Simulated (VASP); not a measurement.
# Ru (Im-3m) in VASP: further runs

One crystal, Ru, is run at these levels: PBEsol; tasks: relaxation of cell and atoms.

Everything below comes from runs of VASP 6.6.1. Logs are shortened: lines on timing, memory, paths and dates and some standing lists are left out, and cuts for length are marked.

### 1 The structure

Symmetry: Im-3m, No. 229, cubic system. Conventional cell: a = 2.923 Å, b = 2.923 Å, c = 2.923 Å, α = 90.00°, β = 90.00°, γ = 90.00°. Ru (site symmetry m-3m) is surrounded by 8 Ru at 2.53 Å.

The cell was built by a generator and needn't be a form met in nature.

### 2 Relaxation of cell and atoms, PBEsol

Input file INCAR:

```
SYSTEM = Ru
ALGO     = Normal         ! electronic algorithm
EDIFF    = 1E-6           ! SCF threshold, eV
EDIFFG   = -0.01          ! ionic threshold
ENCUT    = 600            ! plane-wave cutoff, eV
GGA      = PS             ! functional
IBRION   = 2              ! ionic algorithm
ISIF     = 3              ! what is computed and relaxed
ISMEAR   = 1              ! smearing method
LASPH    = .True.         ! aspherical terms in the spheres
LCHARG   = .False.        ! write CHGCAR
LREAL    = .False.        ! projectors in reciprocal space
LWAVE    = .False.        ! write WAVECAR
NELM     = 80             ! most SCF steps
NSW      = 90             ! ionic steps
PREC     = Accurate       ! precision mode
SIGMA    = 0.1            ! smearing width, eV
```

Input file KPOINTS:

```
k-points
0
Gamma
  18 18 18
  0 0 0
```

Input file POSCAR:

```
Ru
1.0
   -1.4615672100      1.4615672100      1.4615672100
    1.4615672100     -1.4615672100      1.4615672100
    1.4615672100      1.4615672100     -1.4615672100
Ru
1
Direct
    0.0000000000      0.0000000000      0.0000000000
```

Potentials or basis: VASP PAW PBE potentials, release 64 (Ru_pv).

The run is started by

```
cat potpaw_PBE.64/Ru_pv/POTCAR > POTCAR
mpirun -np 1 vasp_std > vasp.out
```

OUTCAR:

```text
SYSTEM = Ru
   EDIFF = 1E-6
   EDIFFG = -0.01
   ENCUT = 600
   GGA = PS
   IBRION = 2
   ISIF = 3
   ISMEAR = 1
   LASPH = .True.
   LREAL = .False.
   NELM = 80
   NSW = 90
   PREC = Accurate

 ion  position               nearest neighbor table
   1  0.000  0.000  0.000-

  LATTYP: Found a body centered cubic cell.
 ALAT       =     2.9231344200

  Lattice vectors:

 A1 = (  -1.4615672100,   1.4615672100,   1.4615672100)
 A2 = (   1.4615672100,  -1.4615672100,   1.4615672100)
 A3 = (   1.4615672100,   1.4615672100,  -1.4615672100)

Analysis of symmetry for initial positions (statically):
=====================================================================
 Subroutine PRICEL returns:
 Original cell was already a primitive cell.

 Routine SETGRP: Setting up the symmetry group for a
 body centered cubic supercell.

 Subroutine GETGRP returns: Found 48 space group operations
 (whereof 48 operations were pure point group operations)
 out of a pool of 48 trial point group operations.

The static configuration has the point symmetry O_h .

Analysis of symmetry for dynamics (positions and initial velocities):
=====================================================================
 Subroutine PRICEL returns:
 Original cell was already a primitive cell.

 Routine SETGRP: Setting up the symmetry group for a
 body centered cubic supercell.

 Subroutine GETGRP returns: Found 48 space group operations
 (whereof 48 operations were pure point group operations)
 out of a pool of 48 trial point group operations.

The dynamic configuration has the point symmetry O_h .

 Subroutine INISYM returns: Found 48 space group operations
 (whereof 48 operations are pure point group operations),
 and found     1 'primitive' translations

----------------------------------------------------------------------------------------

                                     Primitive cell

  volume of cell :      12.4887

  direct lattice vectors                    reciprocal lattice vectors
    -1.461567210  1.461567210  1.461567210     0.000000000  0.342098534  0.342098534
     1.461567210 -1.461567210  1.461567210     0.342098534  0.000000000  0.342098534
     1.461567210  1.461567210 -1.461567210     0.342098534  0.342098534  0.000000000

  length of vectors
     2.531508666  2.531508666  2.531508666     0.483800387  0.483800387  0.483800387

  position of ions in fractional coordinates (direct lattice)
     0.000000000  0.000000000  0.000000000

  ion indices of the primitive-cell ions
   primitive index   ion index
                 1           1

----------------------------------------------------------------------------------------

 KPOINTS: k-points

Automatic generation of k-mesh.
 Grid dimensions read from file:
 generate k-points for:   18   18   18

 Generating k-lattice:

  Cartesian coordinates                     Fractional coordinates (reciprocal lattice)
     0.000000000  0.019005474  0.019005474     0.055555556  0.000000000  0.000000000
     0.019005474  0.000000000  0.019005474     0.000000000  0.055555556  0.000000000
     0.019005474  0.019005474  0.000000000     0.000000000  0.000000000  0.055555556

  Length of vectors
     0.026877799  0.026877799  0.026877799

  Shift w.r.t. Gamma in fractional coordinates (k-lattice)
     0.000000000  0.000000000  0.000000000

 Subroutine IBZKPT returns following result:
 ===========================================

 Found    195 irreducible k-points:

 Following reciprocal coordinates:
            Coordinates               Weight
  0.000000  0.000000  0.000000      1.000000
  0.055556  0.000000  0.000000     12.000000
  0.111111  0.000000  0.000000     12.000000
  0.166667  0.000000  0.000000     12.000000
  0.222222  0.000000  0.000000     12.000000
  0.277778  0.000000  0.000000     12.000000
[... 16 lines left out ...]
  0.333333  0.111111  0.000000     48.000000
  0.388889  0.111111  0.000000     48.000000
 [... further k-points ...]
   k-points           NKPTS =    195   k-points in BZ     NKDIM =    195   number of bands    NBANDS=     11
   number of dos      NEDOS =    301   number of ions     NIONS =      1
   total plane-waves  NPLWV =   8000
   dimension x,y,z NGX =    20 NGY =   20 NGZ =   20
   dimension x,y,z NGXF=    40 NGYF=   40 NGZF=   40
   ions per type =               1
   NGX,Y,Z   is equivalent  to a cutoff of  13.13, 13.13, 13.13 a.u.
   NGXF,Y,Z  is equivalent  to a cutoff of  26.27, 26.27, 26.27 a.u.
 SYSTEM =  Ru
   PREC   = accura    normal or accurate (medium, high low for compatibility)
   ISTART =      0    job   : 0-new  1-cont  2-samecut
   ICHARG =      2    charge: 1-file 2-atom 10-const
   ISPIN  =      1    spin polarized calculation?
   LNONCOLLINEAR =      F non collinear calculations
   LSORBIT =      F    spin-orbit coupling
   LASPH  =      T    aspherical Exc in radial PAW
   ENCUT  =  600.0 eV  44.10 Ry    6.64 a.u.   5.06  5.06  5.06*2*pi/ulx,y,z
   NELM   =     80;   NELMIN=  2; NELMDL= -5     # of ELM steps
   EDIFF  = 0.1E-05   stopping-criterion for ELM
   LREAL  =      F    real-space projection
   EDIFFG = -.1E-01   stopping-criterion for IOM
   NSW    =     90    number of steps for IOM
   IBRION =      2    ionic relax: 0-MD 1-quasi-New 2-CG
   NFREE  =      1    steps in history (QN), initial steepest desc. (CG)
   ISIF   =      3    stress and relaxation
   ISYM   =      2    0-nonsym 1-usesym 2-fastsym
   POTIM  = 0.5000    time-step for ionic-motion
   TEBEG  =    0.0;   TEEND  =   0.0 temperature during run
   PSTRESS=    0.0 pullay stress
   NELECT =      14.0000    total number of electrons
   NUPDOWN=      -1.0000    fix difference up-down
   EMIN   =  10.00;   EMAX   =-10.00  energy-range for DOS
   EFERMI =   0.00;   METHOD = LEGACY
   ISMEAR =     1;   SIGMA  =   0.10  broadening in eV -4-tet -1-fermi 0-gaus
   EFERMI_NEDOS =   21; number of points for ismear=-14 and -15
   IALGO  =     38    algorithm
   IMIX   =      4    mixing-type and parameters
     AMIX     =   0.40;   BMIX     =  1.00
     AMIX_MAG =   1.60;   BMIX_MAG =  1.00
  volume/ion in A,a.u.               =      12.49        84.28
  Fermi-wavevector in a.u.,A,eV,Ry     =   1.700639  3.213741 39.350388  2.892172
  Thomas-Fermi vector in A             =   2.780737
   LORBIT       =      0    0 simple, 1 ext, 2 COOP (PROOUT), +10 PAW based schemes
   GGA     = PS    functional components
   LHFCALC =     F    Hartree Fock is set to
   AEXX    =    0.0000 exact exchange contribution
   IVDW    =     0    specifies the selected vdW correction
   LEPSILON=     F    determine dielectric tensor
   LRPA    =     F    only Hartree local field effects (RPA)
 conjugate gradient relaxation of ions
 non-spin polarized calculation
 Methfessel and Paxton  Order N= 1 SIGMA  =   0.10
  energy-cutoff  :      600.00
  volume of cell :       12.49
 maximum number of plane-waves:       430
   NGX = 11   NGY = 11   NGZ = 11

--------------------------------------- Ionic step        1  -------------------------------------------

 number of electron      14.0000005 magnetization

 Free energy of the ion-electron system (eV)
  ---------------------------------------------------
  ext. energy  EPLUGINS =         0.00000000
  ---------------------------------------------------
  free energy    TOTEN  =        -9.37546673 eV

  energy without entropy =       -9.37450199  energy(sigma->0) =       -9.37514515

------------------------ aborting loop because EDIFF is reached ----------------------------------------

  FORCE on cell =-STRESS in cart. coord.  units (eV):
  Direction    XX          YY          ZZ          XY          YZ          ZX
  --------------------------------------------------------------------------------------
  -------------------------------------------------------------------------------------
  Total        2.9416015      2.9416015      2.9416015      0.0000000      0.0000000      0.0000000
  in kB      377.3792902    377.3792902    377.3792902      0.0000000      0.0000000      0.0000000
  external PRESSURE =     377.3792902 kB  Pullay stress =       0.0000000 kB
[... 20 lines left out ...]
  energy  without entropy=       -9.3745019888  energy(sigma->0) =       -9.37514515

--------------------------------------- Ionic step        2  -------------------------------------------

 number of electron      13.9999993 magnetization

 E-fermi :   7.8485     XC(G=0): -12.4082

 val. band max:        7.8482173502   @ k =   0.2222   0.1667   0.1111
 cond. band min:       7.8520761487   @ k =   0.3333   0.2778   0.0000
 fundamental gap:      0.0038587985
 Fermi energy:         7.8484612554

 k-point     1 :       0.0000    0.0000    0.0000
  band No.  band energies     occupation
      1     -34.4961      2.00000
      2     -34.4961      2.00000
      3     -34.4961      2.00000
      4       1.5405      2.00000
      5       6.0073      2.00000
      6       6.0073      2.00000
      7       6.0073      2.00000
      8       7.8064      1.64651
      9       7.8064      1.64651
     10      18.7307      0.00000
     11      24.4290      0.00000
[... 424 lines left out ...]
  energy  without entropy=       -9.5086974768  energy(sigma->0) =       -9.50918462

--------------------------------------- Ionic step        5  -------------------------------------------

 number of electron      13.9999995 magnetization

 Free energy of the ion-electron system (eV)
  ---------------------------------------------------
  ext. energy  EPLUGINS =         0.00000000
  ---------------------------------------------------
  free energy    TOTEN  =        -9.50946474 eV

  energy without entropy =       -9.50872909  energy(sigma->0) =       -9.50921953

 E-fermi :  12.6504     XC(G=0): -14.2007

 val. band max:       12.6459179662   @ k =   0.2778   0.1111   0.1111
 cond. band min:      12.6514322179   @ k =  -0.0556   0.0556   0.0556
 fundamental gap:      0.0055142518
 Fermi energy:        12.6504481916

 k-point     1 :       0.0000    0.0000    0.0000
  band No.  band energies     occupation
      1     -29.8699      2.00000
      2     -29.8699      2.00000
      3     -29.8699      2.00000
      4       4.4905      2.00000
      5       9.7708      2.00000
      6       9.7708      2.00000
      7       9.7708      2.00000
      8      12.5498      2.05166
      9      12.5498      2.05166
     10      23.0163      0.00000
     11      29.7740      0.00000
[... 350 lines left out ...]
  FREE ENERGIE OF THE ION-ELECTRON SYSTEM (eV)
  ---------------------------------------------------
  free  energy   TOTEN  =        -9.5094647420 eV

  energy  without entropy=       -9.5087290934  energy(sigma->0) =       -9.50921953

 reached required accuracy - stopping structural energy minimisation
```

It took 69 s on 1 thread of Intel Xeon Platinum 8488C (Sapphire Rapids), shared host; peak memory 0.16 GiB.

Results:

| Quantity | Value |
| --- | --- |
| Free energy | -9.5095 eV |
| Relaxed volume | 13.73 Å³/atom |
| Relaxed cell | a = 2.613 Å, b = 2.613 Å, c = 2.613 Å, α = 109.47°, β = 109.47°, γ = 109.47° |
| Space group after relaxing (to 0.05 Å) | Im-3m (No. 229) |
| Energy gained by relaxing | 134.0 meV/atom |
| Ionic steps | 5 |
| Pressure after relaxing | 0.1 GPa |
| Band gap on the k mesh | none (metal or under the smearing width) |

Step by step:
```
step  energy change (eV)  largest force (eV/Å)  pressure (GPa)  volume (Å³)
   1              0.0000                0.0000           37.74        12.49
   2              0.7933                0.0000          -44.93        18.60
   3             -0.1318                0.0000           -3.97        13.91
   4             -0.1340                0.0000           -0.51        13.76
   5             -0.1340                0.0000            0.08        13.73
```

Final structure:
```yaml
crystal:
  lattice:
    - [-1.50855, 1.50855, 1.50855]
    - [1.50855, -1.50855, 1.50855]
    - [1.50855, 1.50855, -1.50855]
  atoms:
    - { symbol: Ru, position: [0.00000, 0.00000, 0.00000] }
```

Levels at points of the mesh, in eV from the Fermi level:
```
           k point  band 4  band 5  band 6  band 7  band 8  band 9  band 10  band 11
(0.00, 0.00, 0.00)   -8.16   -2.88   -2.88   -2.88   -0.10   -0.10    10.37    17.12
(0.50, 0.00, 0.00)   -6.34   -4.68   -0.11    0.38    1.15    2.52    10.29    10.49
(0.50, 0.50, 0.50)   -6.45   -6.45    1.88    1.88    1.88    9.36     9.36     9.36
```

Caveat: the PAW data sets were made with another functional, which shifts forces and pressure a little.

### 3 Relaxation of cell and atoms, PBEsol

This run uses another cell than the first one, of 13.73 Å³/atom, 1.100 times its volume.

INCAR: that of step 2 with these lines changed.

```diff
@@ -2,4 +2,4 @@
 ALGO     = Normal         ! electronic algorithm
-EDIFF    = 1E-6           ! SCF threshold, eV
-EDIFFG   = -0.01          ! ionic threshold
+EDIFF    = 1E-7           ! SCF threshold, eV
+EDIFFG   = -0.005         ! ionic threshold
 ENCUT    = 600            ! plane-wave cutoff, eV
```

KPOINTS is that of step 2.

Input file POSCAR:

```
Ru                                      
1.0
   -1.5085528849      1.5085528849      1.5085528849
    1.5085528849     -1.5085528849      1.5085528849
    1.5085528849      1.5085528849     -1.5085528849
  Ru            
     1
Direct
     0.0000000000000000    0.0000000000000000    0.0000000000000000
```

Potentials or basis: VASP PAW PBE potentials, release 64 (Ru_pv).

The run is started by

```
cat potpaw_PBE.64/Ru_pv/POTCAR > POTCAR
mpirun -np 1 vasp_std > vasp.out
```

OUTCAR:

```text
SYSTEM = Ru
   EDIFF = 1E-7
   EDIFFG = -0.005
   ENCUT = 600
   GGA = PS
   IBRION = 2
   ISIF = 3
   ISMEAR = 1
   LASPH = .True.
   LREAL = .False.
   NELM = 80
   NSW = 90
   PREC = Accurate

 ion  position               nearest neighbor table
   1  0.000  0.000  0.000-

  LATTYP: Found a body centered cubic cell.
 ALAT       =     3.0171057698

  Lattice vectors:

 A1 = (  -1.5085528849,   1.5085528849,   1.5085528849)
 A2 = (   1.5085528849,  -1.5085528849,   1.5085528849)
 A3 = (   1.5085528849,   1.5085528849,  -1.5085528849)

Analysis of symmetry for initial positions (statically):
=====================================================================
 Subroutine PRICEL returns:
 Original cell was already a primitive cell.
[... 253 lines left out ...]

 val. band max:       12.6404763008   @ k =   0.2778   0.1111   0.1111
 cond. band min:      12.6461018563   @ k =  -0.0556   0.0556   0.0556
 fundamental gap:      0.0056255555
 Fermi energy:        12.6450488516

 k-point     1 :       0.0000    0.0000    0.0000
  band No.  band energies     occupation
      1     -29.8753      2.00000
      2     -29.8753      2.00000
      3     -29.8753      2.00000
      4       4.4870      2.00000
      5       9.7667      2.00000
      6       9.7667      2.00000
      7       9.7667      2.00000
      8      12.5445      2.05139
      9      12.5445      2.05139
     10      23.0127      0.00000
     11      29.7684      0.00000
[... 309 lines left out ...]
 k-point    24 :       0.3889    0.1111    0.0000
  band No.  band energies     occupation
      1     -30.8560      2.00000
      2     -30.2449      2.00000
      3     -29.9254      2.00000
      4       6.6966      2.00000
      5       8.1213      2.00000
      6      11.5288      2.00000
      7      12.4528      2.02038
      8      13.5461     -0.00000
      9      16.3526      0.00000
     10      22.9928      0.00000
     11      23.4864      0.00000

 [... further k-points ...]
[... 5 lines left out ...]
  --------------------------------------------------------------------------------------
  -------------------------------------------------------------------------------------
  Total        0.0006338      0.0006338      0.0006338      0.0000000     -0.0000000      0.0000000
  in kB        0.0739277      0.0739277      0.0739277      0.0000000     -0.0000000      0.0000000
  external PRESSURE =       0.0739277 kB  Pullay stress =       0.0000000 kB
[... 16 lines left out ...]
  FREE ENERGIE OF THE ION-ELECTRON SYSTEM (eV)
  ---------------------------------------------------
  free  energy   TOTEN  =        -9.5109734205 eV

  energy  without entropy=       -9.5102383754  energy(sigma->0) =       -9.51072841

 reached required accuracy - stopping structural energy minimisation
```

CONTCAR:

```text
Ru
   1.00000000000000
    -1.5087017116581145    1.5087017116581145    1.5087017116581145
     1.5087017116581145   -1.5087017116581145    1.5087017116581145
     1.5087017116581145    1.5087017116581145   -1.5087017116581145
  Ru
     1
Direct
     0.0000000000000000    0.0000000000000000    0.0000000000000000

  0.00000000E+00  0.00000000E+00  0.00000000E+00
```

It took 41 s on 1 thread of Intel Xeon Platinum 8488C (Sapphire Rapids), shared host; peak memory 0.17 GiB.

What came out:

| Property | Result |
| --- | --- |
| Free energy | -9.5110 eV |
| Relaxed volume | 13.74 Å³/atom |
| Relaxed cell | a = 2.613 Å, b = 2.613 Å, c = 2.613 Å, α = 109.47°, β = 109.47°, γ = 109.47° |
| Space group after relaxing (to 0.05 Å) | Im-3m (No. 229) |
| Energy gained by relaxing | 0.0 meV/atom |
| Ionic steps | 3 |
| Pressure after relaxing | 0.0 GPa |
| Band gap on the k mesh | none (metal or under the smearing width) |

Final structure:
```yaml
crystal:
  lattice:
    - [-1.50870, 1.50870, 1.50870]
    - [1.50870, -1.50870, 1.50870]
    - [1.50870, 1.50870, -1.50870]
  atoms:
    - { symbol: Ru, position: [0.00000, 0.00000, 0.00000] }
```

Levels at points of the mesh, in eV from the Fermi level:
| k point | band 3 | band 4 | band 5 | band 6 | band 7 | band 8 | band 9 | band 10 | band 11 |
| --- | --- | --- | --- | --- | --- | --- | --- | --- | --- |
| (0.00, 0.00, 0.00) | -42.52 | -8.16 | -2.88 | -2.88 | -2.88 | -0.10 | -0.10 | 10.37 | 17.12 |
| (0.50, 0.00, 0.00) | -42.52 | -6.34 | -4.68 | -0.11 | 0.38 | 1.15 | 2.52 | 10.28 | 10.49 |
| (0.50, 0.50, 0.50) | -43.26 | -6.44 | -6.44 | 1.88 | 1.88 | 1.88 | 9.36 | 9.36 | 9.36 |

Caveat: the PAW data sets were made with another functional, which shifts forces and pressure a little.
